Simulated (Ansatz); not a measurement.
## Structure relaxation of Ir

Computed with Ansatz, DFT PBE, scalar-relativistic, plane waves, PAW. Cutoff 420 eV, Γ-centred k mesh, Gaussian smearing, no spin polarisation in the final step.

The start is a random cell of Ir with space group Pm-3m (No. 221), drawn with lower limits on the distances.

```
Ir
1.0
     3.70456    0.00000    0.00000
     0.00000    3.70456    0.00000
     0.00000    0.00000    3.70456
Ir
3
Cartesian
  0.0000 1.8523 1.8523
  1.8523 0.0000 1.8523
  1.8523 1.8523 0.0000
```

Steps on the 6×6×6 mesh (3 atoms). 4 of 6 steps are shown, and the free energy counts from the last. Trial steps that were taken back and renewals of the plane-wave basis can be among the rows.

| step | ΔF (meV/atom) | V (Å³/atom) | P (GPa) |
| --- | --- | --- | --- |
| 1 | 7.6 | 16.95 | 6.27 |
| 2 | 14.9 | 17.93 | -7.70 |
| 3 | 0.2 | 17.37 | -0.40 |
| 6 | 0.0 | 17.35 | -0.02 |

A final relaxation ran on a 12×12×12 mesh. The relaxed crystal, Pm-3m (No. 221):

```
Ir
1.0
     3.73208    0.00000    0.00000
     0.00000    3.73208    0.00000
     0.00000    0.00000    3.73208
Ir
3
Direct
  0.00000 0.50000 0.50000
  0.50000 0.00000 0.50000
  0.50000 0.50000 0.00000
```

```yaml
Volume_per_atom: 17.33 Å³
Density: 18.42 g/cm³
Energy_over_the_standard_structure: 0.78 eV/atom
Gap_on_the_12×12×12_mesh: 0 eV (a metal)
```

Energies count from the standard state of Ir at the same level.

The final run used a 12×12×12 mesh on its 3-atom cell and 0.10 eV smearing. For metals, differences of a few meV/atom aren't resolved. Spin–orbit coupling is left out.

A structure relaxed within its symmetry needn't be a true minimum.